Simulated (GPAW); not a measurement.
# NaF (Villiaumite) (Fm-3m) in GPAW: reference runs

How does NaF (Villiaumite) come out in PBE? The cell is run as given and disturbed.

All numbers are computed with GPAW 26.7.0; they aren't measurements. Logs are shortened: lines on timing, memory, paths and dates and some standing lists are left out, and cuts for length are marked. The log counts tension as positive stress, the text compression.

## Step 1: Starting point

It takes space group Fm-3m (No. 225, cubic). The conventional cell has a = 4.640 Å, b = 4.640 Å, c = 4.640 Å, α = 90.00°, β = 90.00°, γ = 90.00°. Around Na (site symmetry m-3m) lie 6 F at 2.32 Å. Around F (site symmetry m-3m) lie 6 Na at 2.32 Å.

## Step 2: Single point, PBE

Contents of run.py:

```python
from ase import Atoms
from ase.dft.bandgap import bandgap
from ase.io import write
from ase.units import Bohr, GPa
from gpaw import GPAW, PW
from gpaw.elf import elf_from_dft_calculation

atoms = Atoms(['Na', 'F'],
              cell=[[0.0, 2.32, 2.32],
                    [2.32, 0.0, 2.32],
                    [2.32, 2.32, 0.0]],
              scaled_positions=[[0.0, 0.0, 0.0],
                                [0.5, 0.5, 0.5]],
              pbc=True)

calc = GPAW(mode=PW(800),
            xc='PBE',
            kpts={'size': (10, 10, 10), 'gamma': True},
            occupations={'name': 'fermi-dirac', 'width': 0.05},
            nbands=15,
            convergence={'density': 1e-05, 'energy': 1e-05},
            maxiter=150,
            txt='gpaw.txt')
atoms.calc = calc
energy = atoms.get_potential_energy()
forces = atoms.get_forces()
stress = atoms.get_stress()
calc.write('gs.gpw')
write('result.traj', atoms)
print(f'Energy: {energy:.6f} eV')
print('Forces (eV/A):')
print(forces.round(4))
print('Stress (GPa):', (stress / GPa).round(3))
print('Fermi level:', round(calc.get_fermi_level(), 4), 'eV')
print(f'Gap: {bandgap(calc)[0]:.4f} eV, direct: {bandgap(calc, direct=True)[0]:.4f} eV')

# fields on the real-space grid
write('density.cube', atoms, data=calc.get_pseudo_density() * Bohr**3)
write('potential.cube', atoms, data=calc.get_electrostatic_potential())
write('elf.cube', atoms, data=elf_from_dft_calculation(calc).data)
```

Potentials or basis: GPAW PAW data sets (gpaw-data 1.2.1), pw.

Command:

```bash
> OMP_NUM_THREADS=1 python run.py
```

gpaw.txt:

```text
__  _  _
 | _ |_)|_||  |
 |__||  | ||/\| - 26.7.0

Input parameters:
  mode=PW(ecut=800.0),
  convergence={'density': 1e-05, 'energy': 1e-05},
  kpts=MonkhorstPack(size=(10, 10, 10), gamma=True),
  maxiter=150,
  nbands=15,
  occupations=Occupations(name='fermi-dirac', width=0.05),
  xc=XC(name='PBE')

Diagonalizing LCAO Hamiltonian
Converting LCAO to pw mode

               F

       Na

Atoms  # Å, Bohr magnetons
|   | symbol |        x |        y |        z |    initial magnetic moments |
|---|--------|----------|----------|----------|-----------------------------|
| 0 |     Na | 0.000000 | 0.000000 | 0.000000 | ( 0.0000,  0.0000,  0.0000) |
| 1 |      F | 2.320000 | 2.320000 | 2.320000 | ( 0.0000,  0.0000,  0.0000) |

Unit cell  # Å
| periodic |        x |        y |        z |  lengths |    angles |
|----------|----------|----------|----------|----------|-----------|
|      yes | 0.000000 | 2.320000 | 2.320000 | 3.280975 | 60.000000 |
|      yes | 2.320000 | 0.000000 | 2.320000 | 3.280975 | 60.000000 |
|      yes | 2.320000 | 2.320000 | 0.000000 | 3.280975 | 60.000000 |

Number of symmetries: 48
Symmetry operations  # r_c * U_cc + t_c -> r_c
|    | kind |            matrix            |
|----|------|------------------------------|
|  0 |  σ   |  1, 0, 0,  1, 0,-1,  1,-1, 0 |
|  1 |  C2  |  1, 0, 0,  1,-1, 0,  1, 0,-1 |
|  2 |  E   |  1, 0, 0,  0, 1, 0,  0, 0, 1 |
|  3 |  σ   |  1, 0, 0,  0, 0, 1,  0, 1, 0 |
|  4 |  C4  |  1, 0,-1,  1, 0, 0,  1,-1, 0 |
|  5 |  S6  |  1, 0,-1,  1,-1, 0,  1, 0, 0 |
|  6 |  σ   |  1, 0,-1,  0, 1,-1,  0, 0,-1 |
|  7 |  C3  |  1, 0,-1,  0, 0,-1,  0, 1,-1 |
|  8 |  S6  |  1,-1, 0,  1, 0, 0,  1, 0,-1 |
|  9 |  C4  |  1,-1, 0,  1, 0,-1,  1, 0, 0 |
| 10 |  C3  |  1,-1, 0,  0,-1, 1,  0,-1, 0 |
| 11 |  σ   |  1,-1, 0,  0,-1, 0,  0,-1, 1 |
| 12 |  σ   |  0, 1, 0,  1, 0, 0,  0, 0, 1 |
| 13 |  C4  |  0, 1, 0,  0, 1,-1, -1, 1, 0 |
| 14 |  C3  |  0, 1, 0,  0, 0, 1,  1, 0, 0 |
| 15 |  S6  |  0, 1, 0, -1, 1, 0,  0, 1,-1 |
| 16 |  C2  |  0, 1,-1,  1, 0,-1,  0, 0,-1 |
| 17 |  σ   |  0, 1,-1,  0, 1, 0, -1, 1, 0 |
| 18 |  S4  |  0, 1,-1,  0, 0,-1,  1, 0,-1 |
| 19 |  C4  |  0, 1,-1, -1, 1, 0,  0, 1, 0 |
| 20 |  C3  |  0, 0, 1,  1, 0, 0,  0, 1, 0 |
| 21 |  σ   |  0, 0, 1,  0, 1, 0,  1, 0, 0 |
| 22 |  S6  |  0, 0, 1,  0,-1, 1, -1, 0, 1 |
| 23 |  C4  |  0, 0, 1, -1, 0, 1,  0,-1, 1 |
| 24 |  S4  |  0, 0,-1,  1, 0,-1,  0, 1,-1 |
| 25 |  C3  |  0, 0,-1,  0, 1,-1,  1, 0,-1 |
| 26 |  C2  |  0, 0,-1,  0,-1, 0, -1, 0, 0 |
| 27 |  S6  |  0, 0,-1, -1, 0, 0,  0,-1, 0 |
| 28 |  S4  |  0,-1, 1,  1,-1, 0,  0,-1, 0 |
| 29 |  C4  |  0,-1, 1,  0, 0, 1, -1, 0, 1 |
| 30 |  C2  |  0,-1, 1,  0,-1, 0,  1,-1, 0 |
| 31 |  σ   |  0,-1, 1, -1, 0, 1,  0, 0, 1 |
| 32 |  C3  |  0,-1, 0,  1,-1, 0,  0,-1, 1 |
| 33 |  S6  |  0,-1, 0,  0, 0,-1, -1, 0, 0 |
| 34 |  S4  |  0,-1, 0,  0,-1, 1,  1,-1, 0 |
| 35 |  C2  |  0,-1, 0, -1, 0, 0,  0, 0,-1 |
| 36 |  C2  | -1, 1, 0,  0, 1, 0,  0, 1,-1 |
| 37 |  S6  | -1, 1, 0,  0, 1,-1,  0, 1, 0 |
| 38 |  S4  | -1, 1, 0, -1, 0, 1, -1, 0, 0 |
| 39 |  C3  | -1, 1, 0, -1, 0, 0, -1, 0, 1 |
| 40 |  S6  | -1, 0, 1,  0, 0, 1,  0,-1, 1 |
| 41 |  C2  | -1, 0, 1,  0,-1, 1,  0, 0, 1 |
| 42 |  C3  | -1, 0, 1, -1, 1, 0, -1, 0, 0 |
| 43 |  S4  | -1, 0, 1, -1, 0, 0, -1, 1, 0 |
| 44 |  C2  | -1, 0, 0,  0, 0,-1,  0,-1, 0 |
| 45 |  i   | -1, 0, 0,  0,-1, 0,  0, 0,-1 |
| 46 |  σ   | -1, 0, 0, -1, 1, 0, -1, 0, 1 |
| 47 |  C2  | -1, 0, 0, -1, 0, 1, -1, 1, 0 |

BZ-sampling:
  Number of BZ points: 1000
  Number of IBZ points: 47

  Monkhorst-Pack size: [10, 10, 10]
  Monkhorst-Pack shift: [0.05, 0.05, 0.05]

K-points  # in reciprocal-cell coordinates
|     |                                coordinates |     weight |
|-----|--------------------------------------------|------------|
|   0 | (  0.00000000,   0.00000000,   0.00000000) | 0.00100000 |
|   1 | (  0.10000000,   0.10000000,   0.00000000) | 0.00600000 |
|   2 | (  0.10000000,   0.10000000,   0.10000000) | 0.00800000 |
|   3 | (  0.20000000,   0.10000000,   0.10000000) | 0.01200000 |
|   4 | (  0.20000000,   0.20000000,   0.00000000) | 0.00600000 |
|   5 | (  0.20000000,   0.20000000,   0.10000000) | 0.02400000 |
|   6 | (  0.20000000,   0.20000000,   0.20000000) | 0.00800000 |
|   7 | (  0.30000000,   0.20000000,   0.10000000) | 0.02400000 |
|   8 | (  0.30000000,   0.20000000,   0.20000000) | 0.02400000 |
|   9 | (  0.30000000,   0.30000000,   0.00000000) | 0.00600000 |
| ... |                                            |            |
|  46 | (  0.50000000,   0.50000000,   0.50000000) | 0.00400000 |

Plane wave coefficients: 1307
Cutoff: 800.0 eV

Spin-components: 1 (collinear spins)
Bands:           15
Projectors:      10
Spin-degeneracy: 2
Datatype:        complex128

Density:
  Valence electrons: 14.0
  Components: 1
  Grid points: [24 24 24]
  Charge: 0.0  # |e|

Potential:
  Grid points: [24 24 24]

species:
  Na:
    name:    Sodium
    Z:       11.0
    valence: 7
    core:    4
    charge:  0.0  # [|e|]
    compensation charges:
      type: gauss
      rc: 0.37  # [Å]
      lmax: 2
    cutoffs:
      filter: 2.17  # [Å]
      core: 2.59  # [Å]
    projectors
    | kind |    occ | energy [eV] | rcut [Å] |
    |------|--------|-------------|----------|
    |   3s |  1.000 |      -2.744 |    1.201 |
    |   2p |  6.000 |     -28.672 |    1.217 |
    |   3p |  0.000 |      -0.743 |    1.217 |
    |    s |        |      24.468 |    1.201 |
    |    d |        |       0.000 |    1.238 |

    Using partial waves for Na as LCAO basis

  F:
    name:    Fluorine
    Z:       9.0
    valence: 7
    core:    2
    charge:  0.0  # [|e|]
    compensation charges:
      type: gauss
      rc: 0.20  # [Å]
      lmax: 2
    cutoffs:
      filter: 1.14  # [Å]
      core: 0.74  # [Å]
    projectors
    | kind |    occ | energy [eV] | rcut [Å] |
    |------|--------|-------------|----------|
    |   2s |  2.000 |     -29.898 |    0.635 |
    |   2p |  5.000 |     -11.110 |    0.635 |
    |    s |        |      -2.687 |    0.635 |
    |    p |        |      16.102 |    0.635 |
    |    d |        |       0.000 |    0.635 |

    Using partial waves for F as LCAO basis

Reference energy: -7132.691283  # eV

eigensolver:
  PPCG
  Converge bands: occupied
  niter=2

density mixing:
  MSR1-Mixer
  Pratt-step length: 0.05
  Maximum mixing coefficient: 0.75
  Old densities: 10
  SVD Regularization: 0.005
  Good broyden scale: 1.0
  Trust region scale: 1.0
  Backstep threshold: 4.0
  History deletion threshold: 6.0
  Fourier metric: weight=20.0, sigma=0.015

occupation numbers:
  Fermi-Dirac:
    width: 0.0500  # eV

poisson solver:
  ecut: 6400.0  # eV

xc functional:
  name: PBE with 2 nearest neighbor stencil

convergence criteria:
- Maximum integral of absolute [dens]ity change: 1e-05 electrons / valence electron
- Maximum [total energy] change in last 3 cyles: 1e-05 eV / valence electron
- Maximum integral of absolute [eigenst]ate change: 4e-08 eV^2 / valence electron
maximum number of iterations: 150

SCF iterations
|iter     | |      energy | eigst |  dens |
|---------|-|-------------|-------|-------|
|iter:   1| |   -8.983336 | -0.60 |       |
|iter:   2| |   -8.861481 | -2.65 | -1.17 |
|iter:   3| |   -8.527353 | -1.11 | -1.21 |
|iter:   4| |   -8.532262 | -3.67 | -1.61 |
|iter:   5| |   -8.537676 | -3.45 | -1.89 |
|iter:   6| |   -8.537769 | -5.21 | -2.92 |
|iter:   7| |   -8.537804c| -5.68 | -3.28 |
|iter:   8| |   -8.537805c| -7.43c| -4.20 |
|iter:   9| |   -8.537805c| -7.74c| -4.98 |
|iter:  10| |   -8.537805c| -8.02c| -5.42c|

Converged in 10 steps
Energy contributions relative to reference atoms: (reference = -7132.691283)

Energy contributions:
  Kinetic:          11.950878
  Coulomb:         -11.114521
  Zero:              0.046894
  External:          0.000000
  Xc:               -9.421055
  Entropy:          -0.000000
  Spinorbit:         0.000000
  ----------------------------
  Free energy:      -8.537805
  Extrapolated:     -8.537805

dipole moment: (-4.317991, -4.317991, -4.317991)  # |e|*Ang

Fermi level: 0.146
Eigenvalues  # (at kpt = [0.000, 0.000, 0.000])
| band index |      eig [eV] | occ [0-2] |
|------------|---------------|-----------|
|          0 |       -20.931 |     2.000 |
|          1 |       -20.671 |     2.000 |
|          2 |       -20.671 |     2.000 |
|          3 |       -20.671 |     2.000 |
|          4 |        -1.755 |     2.000 |
|          5 |        -1.755 |     2.000 |
|          6 |        -1.755 |     2.000 |
|          7 |         4.551 |     0.000 |
|          8 |        17.236 |     0.000 |
|          9 |        17.236 |     0.000 |
|         10 |        17.236 |     0.000 |
|         11 |        20.083 |     0.000 |
|         12 |        22.268 |     0.000 |
|         13 |        22.268 |     0.000 |
|         14 |        25.478 |     0.000 |

Gap: 6.306 eV
Transition (v -> c):
  (s=0, k=0, n=6, [0.00, 0.00, 0.00]) -> (s=0, k=0, n=7, [0.00, 0.00, 0.00])
No difference between direct/indirect transitions

Forces  # eV/Ang
|        x |        y |        z |
|----------|----------|----------|
|  0.00000 | -0.00000 |  0.00000 |  # Na   0
| -0.00000 | -0.00000 | -0.00000 |  # F    1

Stress tensor  # eV/Ang^3
|         x |         y |         z |
|-----------|-----------|-----------|
| -0.004349 |  0.000000 |  0.000000 |
|  0.000000 | -0.004349 |  0.000000 |
|  0.000000 |  0.000000 | -0.004349 |

# Writing to gs.gpw (mode='')
```

Run time: 18 s. Hardware: 1 thread of Arm Neoverse V2, shared host; peak memory 0.16 GiB.

What came out:

```yaml
Free_energy: -8.5378 eV
Pressure: 0.7 GPa
Band_gap_on_the_k_mesh: 6.31 eV, direct
```

Levels at points of the mesh, in eV from the valence-band top:
| k point | band 4 | band 5 | band 6 | band 7 | band 8 | band 9 | band 10 | band 11 |
| --- | --- | --- | --- | --- | --- | --- | --- | --- |
| (0.00, 0.00, 0.00) | -18.92 | 0.00 | 0.00 | 0.00 | 6.31 | 18.99 | 18.99 | 18.99 |
| (0.50, 0.50, 0.00) | -18.93 | -1.26 | -0.40 | -0.40 | 13.17 | 13.33 | 13.60 | 19.84 |
| (0.50, 0.50, 0.50) | -18.17 | -1.58 | -0.25 | -0.25 | 10.79 | 12.48 | 20.20 | 20.20 |

A k mesh can miss the band edges. As with any semilocal functional, this PBE gap is likely too small.

## Step 3: Single point, PBE (atoms moved at random, drawn with an rms of 0.05 Å)

Contents of run.py:

```python
from ase.dft.bandgap import bandgap
from ase.io import read, write
from ase.units import GPa
from gpaw import GPAW, PW

atoms = read('POSCAR')

calc = GPAW(mode=PW(800),
            xc='PBE',
            kpts={'size': (10, 10, 10), 'gamma': True},
            occupations={'name': 'fermi-dirac', 'width': 0.05},
            nbands=15,
            convergence={'density': 1e-05, 'energy': 1e-05},
            maxiter=150,
            txt='gpaw.txt')
atoms.calc = calc
energy = atoms.get_potential_energy()
forces = atoms.get_forces()
stress = atoms.get_stress()
calc.write('gs.gpw')
write('result.traj', atoms)
print(f'Energy: {energy:.6f} eV')
print('Forces (eV/A):')
print(forces.round(4))
print('Stress (GPa):', (stress / GPa).round(3))
print('Fermi level:', round(calc.get_fermi_level(), 4), 'eV')
print(f'Gap: {bandgap(calc)[0]:.4f} eV, direct: {bandgap(calc, direct=True)[0]:.4f} eV')
```

Contents of POSCAR:

```
NaF
1.0
    0.0000000000      2.3200000000      2.3200000000
    2.3200000000      0.0000000000      2.3200000000
    2.3200000000      2.3200000000      0.0000000000
Na F
1 1
Direct
   -0.0046440000      0.0073970000      0.0091130000
    0.4993530000      0.5032590000      0.4873860000
```

Potentials or basis: GPAW PAW data sets (gpaw-data 1.2.1), pw.

Command:

```bash
> OMP_NUM_THREADS=1 python run.py
```

gpaw.txt:

```text
__  _  _
 | _ |_)|_||  |
 |__||  | ||/\| - 26.7.0

Input parameters:
  mode=PW(ecut=800.0),
  convergence={'density': 1e-05, 'energy': 1e-05},
  kpts=MonkhorstPack(size=(10, 10, 10), gamma=True),
  maxiter=150,
  nbands=15,
  occupations=Occupations(name='fermi-dirac', width=0.05),
  xc=XC(name='PBE')

Diagonalizing LCAO Hamiltonian
Converting LCAO to pw mode

              F

       Na

Atoms  # Å, Bohr magnetons
|   | symbol |        x |        y |        z |    initial magnetic moments |
|---|--------|----------|----------|----------|-----------------------------|
| 0 |     Na | 0.038303 | 0.010368 | 0.006387 | ( 0.0000,  0.0000,  0.0000) |
| 1 |      F | 2.298296 | 2.289234 | 2.326060 | ( 0.0000,  0.0000,  0.0000) |

Unit cell  # Å
| periodic |        x |        y |        z |  lengths |    angles |
|----------|----------|----------|----------|----------|-----------|
|      yes | 0.000000 | 2.320000 | 2.320000 | 3.280975 | 60.000000 |
[... 155 lines left out ...]
  External:          0.000000
  Xc:               -9.436032
  Entropy:          -0.000000
  Spinorbit:         0.000000
  ----------------------------
  Free energy:      -8.531619
  Extrapolated:     -8.531619

dipole moment: (-4.210692, 0.035482, 0.015345)  # |e|*Ang

Fermi level: 0.142
Eigenvalues  # (at kpt = [0.000, 0.000, 0.000])
| band index |      eig [eV] | occ [0-2] |
|------------|---------------|-----------|
|          0 |       -20.948 |     2.000 |
|          1 |       -20.667 |     2.000 |
|          2 |       -20.667 |     2.000 |
|          3 |       -20.652 |     2.000 |
|          4 |        -1.758 |     2.000 |
|          5 |        -1.757 |     2.000 |
|          6 |        -1.756 |     2.000 |
|          7 |         4.550 |     0.000 |
|          8 |        17.237 |     0.000 |
|          9 |        17.252 |     0.000 |
|         10 |        17.257 |     0.000 |
|         11 |        20.075 |     0.000 |
|         12 |        22.271 |     0.000 |
|         13 |        22.273 |     0.000 |
|         14 |        25.455 |     0.000 |

Gap: 6.306 eV
Transition (v -> c):
  (s=0, k=0, n=6, [0.00, 0.00, 0.00]) -> (s=0, k=0, n=7, [0.00, 0.00, 0.00])
No difference between direct/indirect transitions

Forces  # eV/Ang
|        x |        y |        z |
|----------|----------|----------|
| -0.14194 | -0.09543 | -0.00075 |  # Na   0
|  0.14191 |  0.09541 |  0.00075 |  # F    1

Stress tensor  # eV/Ang^3
|         x |         y |         z |
|-----------|-----------|-----------|
| -0.006793 |  0.000413 |  0.000003 |
|  0.000413 | -0.005357 |  0.000002 |
|  0.000003 |  0.000002 | -0.004094 |

# Writing to gs.gpw (mode='')
```

Run time: 2.8 min. Hardware: 1 thread of Arm Neoverse V2, shared host; peak memory 0.44 GiB.

Results:

| Item | Value |
| --- | --- |
| Free energy | -8.5316 eV |
| Pressure | 0.9 GPa |
| Largest force | 0.171 eV/Å |
| Band gap on the k mesh | 6.31 eV, direct |

Forces on the atoms (eV/Å):
```
Na  -0.142 -0.095 -0.001
F    0.142  0.095  0.001
```

A k mesh can miss the band edges.
